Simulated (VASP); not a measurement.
# ZnO (zincite): relaxation of cell and atoms with r2SCAN

ZnO (zincite):

```
CELL_PARAMETERS angstrom
3.24931 0.00000 0.00000
-1.62465 2.81398 0.00000
0.00000 0.00000 5.20571
ATOMIC_POSITIONS crystal
Zn 0.33333 0.66667 0.50000
Zn 0.66667 0.33333 0.00000
O 0.66667 0.33333 0.37901
O 0.33333 0.66667 0.87901
```

```json
{"Program": "VASP 6.6.1", "Task": "relaxation of cell and atoms", "Functional": "r2SCAN", "Potentials or basis": "VASP PAW PBE potentials, release 64 (Zn, O)", "Cutoff": "600 eV", "k mesh": "9 × 9 × 5", "Occupations": "gaussian, width 0.03 eV", "Spin": "no spin polarisation", "Further INCAR settings": "ALGO = Normal; EDIFF = 1e-06; IBRION = 2; EDIFFG = -0.01; NSW = 90; ISIF = 3"}
```

```
Relaxed volume                         : 11.87 Å³/atom
Relaxed cell                           : a = 3.241 Å, b = 3.241 Å, c = 5.217 Å, α = 90.00°, β = 90.00°, γ = 120.00°
Space group after relaxing (to 0.05 Å) : P6_3mc (No. 186)
Energy gained by relaxing              : 0.3 meV/atom
Ionic steps                            : 7
Pressure after relaxing                : 0.0 GPa
Largest force after relaxing           : 0.009 eV/Å
Band gap on the k mesh                 : 1.23 eV, direct
```

Forces on the atoms (eV/Å):
```
Zn   0.000  0.000  0.009
Zn   0.000  0.000  0.009
O    0.000  0.000 -0.009
O    0.000  0.000 -0.009
```

Step by step:
```tsv
step	energy change (eV)	largest force (eV/Å)	pressure (GPa)	volume (Å³)
1	0.0000	0.0657	-0.44	47.60
2	-0.0012	0.0287	0.27	47.37
3	-0.0013	0.0078	0.12	47.42
4	-0.0013	0.0029	0.07	47.44
5	-0.0013	0.0046	0.11	47.43
6	-0.0012	0.0103	-0.06	47.48
7	-0.0012	0.0092	-0.03	47.47
```

Final structure:
```yaml
crystal:
  lattice:
    - [3.24140, 0.00000, 0.00000]
    - [-1.62070, 2.80714, 0.00000]
    - [0.00000, 0.00000, 5.21680]
  atoms:
    - { symbol: Zn, position: [0.33333, 0.66667, 0.49957] }
    - { symbol: Zn, position: [0.66667, 0.33333, 0.99957] }
    - { symbol: O, position: [0.66667, 0.33333, 0.37944] }
    - { symbol: O, position: [0.33333, 0.66667, 0.87944] }
```

Levels at points of the mesh, in eV from the valence-band top:
| k point | band 15 | band 16 | band 17 | band 18 | band 19 | band 20 | band 21 | band 22 |
| --- | --- | --- | --- | --- | --- | --- | --- | --- |
| (0.00, 0.00, 0.00) | -0.81 | -0.09 | 0.00 | 0.00 | 1.23 | 5.85 | 8.82 | 13.70 |

Wall time 22 min on 1 thread of Intel(R) Xeon(R) Platinum 8375C CPU @ 2.90GHz (Ice Lake) (shared host), peak memory 0.22 GiB.

Caveat: the PAW data sets were made with another functional, which shifts forces and pressure a little. r2SCAN opens gaps a little over a GGA but as a rule still falls short of measured ones.
